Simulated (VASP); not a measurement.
A run of VASP 6.6.1 is set up as follows.

Contents of INCAR:

```
  PREC = Accurate
  ENCUT = 520
  EDIFF = 1E-6
  ISMEAR = -1
  SIGMA = 0.05
  LREAL = False
  LASPH = True
  NELM = 100
  ALGO = Normal
  ISIF = 2
  LWAVE = False
  LCHARG = False
  GGA = PE
  IVDW = 2
```

KPOINTS

```
regular mesh
0
Gamma
  16 16 4
```

The input POSCAR:

```
C
1.0
    2.4610000000      0.0000000000      0.0000000000
   -1.2305000000      2.1312885187      0.0000000000
    0.0000000000      0.0000000000      6.7080000000
C
4
Direct
    0.0000000000      0.0000000000      0.2500000000
    0.3333333333      0.6666666667      0.2500000000
    0.0000000000      0.0000000000      0.7500000000
    0.3333333333      0.6666666667      0.7500000000
```

Potentials or basis: VASP PAW PBE potentials, release 64 (C).

Launch:

```bash
$ cat potpaw_PBE.64/C/POTCAR > POTCAR
$ mpirun -np 1 vasp_std > vasp.out
```

Question: Predict the pressure.

Answer: 0.3 GPa.

Question: What does it give for the dispersion energy per atom?

Answer: -0.141 eV.

Stress tensor (GPa, compression positive):
```
-0.82  0.00  0.00
 0.00 -0.82  0.00
 0.00  0.00  2.57
```
